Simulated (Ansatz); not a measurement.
**CdF2 in Ansatz: the effect of functional**

CdF2:

```
Cd F
1.0
     0.00000    2.69400    2.69400
     2.69400    0.00000    2.69400
     2.69400    2.69400    0.00000
Cd F
1 2
Direct
  0.00000 0.00000 0.00000
  0.75000 0.75000 0.75000
  0.25000 0.25000 0.25000
```

Alike in all runs:

| Property | Result |
| --- | --- |
| Program | Ansatz 0.2.0 |
| Task | band structure |
| Potentials or basis | Ansatz PAW |
| k mesh | 5 × 5 × 5 |
| Occupations | fermi-dirac, width 0.05 eV |
| Spin | no spin polarisation |

```csv
functional,cutoff,gap on the mesh (eV),pressure (GPa)
LDA,420 eV (not typed: the program's choice for these potentials),2.89,-5.7
PBEsol,420 eV (not typed: the program's choice for these potentials),3.02,-0.2
RPBE,420 eV (not typed: the program's choice for these potentials),3.39,10.3
revPBE,420 eV (not typed: the program's choice for these potentials),3.34,9.0
BLYP,420 eV (not typed: the program's choice for these potentials),3.23,8.6
r2SCAN,500 eV (not typed: the program's choice for these potentials),?,?
HSE06,420 eV (not typed: the program's choice for these potentials),5.30,1.8
PBE0,420 eV (not typed: the program's choice for these potentials),6.05,1.5
r2SCAN0,500 eV (not typed: the program's choice for these potentials),6.52,-1.9
```

**Question.** What does the run with functional r2SCAN give?

**Answer.** gap on the mesh 3.88 eV; pressure 0.0 GPa.

Caveats: the k mesh misses the band edges, so the gap on the mesh is wider than the one along the path; the PAW data sets come from PBE, with cores solved anew for the run's functional, which leaves a small shift of forces and pressure; the thresholds are loose for stress (some runs).

Runs at the PBE level aren't shown here.
